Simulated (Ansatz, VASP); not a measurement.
## One calculation of AgCl, two programs

The input INCAR:

```
  PREC = Accurate
  ENCUT = 520
  EDIFF = 1E-7
  ISMEAR = 0
  SIGMA = 0.1
  LREAL = False
  LASPH = True
  NELM = 60
  ALGO = Normal
  ISIF = 2
  LWAVE = False
  LCHARG = True
  GGA = PE
  LELF = True
  LVHAR = True
  NBANDS = 26
```

Contents of KPOINTS:

```
regular mesh
0
Gamma
  6 6 6
```

POSCAR

```
AgCl
1.0
    0.0000000000      2.8055689746      2.8055689746
    2.8055689746      2.8055689746      0.0000000000
   -2.8055689746      5.6111379493     -2.8055689746
Ag Cl
2 2
Direct
    0.0000000000      0.0000000000      1.0000000000
    0.5000000000      0.5000000000      0.5000000000
    0.7500000000      0.7500000000      0.7500000000
    0.2500000000      0.2500000000      0.2500000000
```

Input for Ansatz:

```yaml
crystal:
  lattice:
    - [0.0, 2.8055689746, 2.8055689746]
    - [2.8055689746, 2.8055689746, 0.0]
    - [-2.8055689746, 5.6111379493, -2.8055689746]
  atoms:
    - { symbol: Ag, position: [0.0, 0.0, 1.0] }
    - { symbol: Ag, position: [0.5, 0.5, 0.5] }
    - { symbol: Cl, position: [0.75, 0.75, 0.75] }
    - { symbol: Cl, position: [0.25, 0.25, 0.25] }
basis:
  ecutwfc: 420
kpoints:
  mp_grid: { grid: [6, 6, 6] }
hamiltonian:
  xc: pbe
scf:
  occupations: { method: gaussian, width: 0.1 }
  lower_state_search: "off"
output:
  forces: true
  stress: true
  eigenvalues: true
```

Alike in both runs: task single point; functional PBE; k mesh 6 × 6 × 6; occupations gaussian, width 0.1 eV; no spin polarisation.

|  | VASP | Ansatz |
| --- | --- | --- |
| version | VASP 6.6.1 | Ansatz 0.2.0 |
| potentials or method | VASP PAW PBE potentials, release 64 (Ag, Cl) | scalar-relativistic, plane waves, PAW |
| plane-wave cutoff (eV) | 520 | 420 |
| valence electrons in the cell | 36 | 52 |

Ansatz gave:

```
gap on the k mesh at the Fermi level (eV) : 0.92
least direct gap on the mesh (eV)         : 0.92
pressure (GPa)                            : 0.0
```

What did VASP give for the same quantities?

gap on the k mesh at the Fermi level (eV): 0.92; least direct gap on the mesh (eV): 0.92; pressure (GPa): -0.1.

The two sets of potentials don't hold the same shells in valence.

A k mesh can miss the band edges.
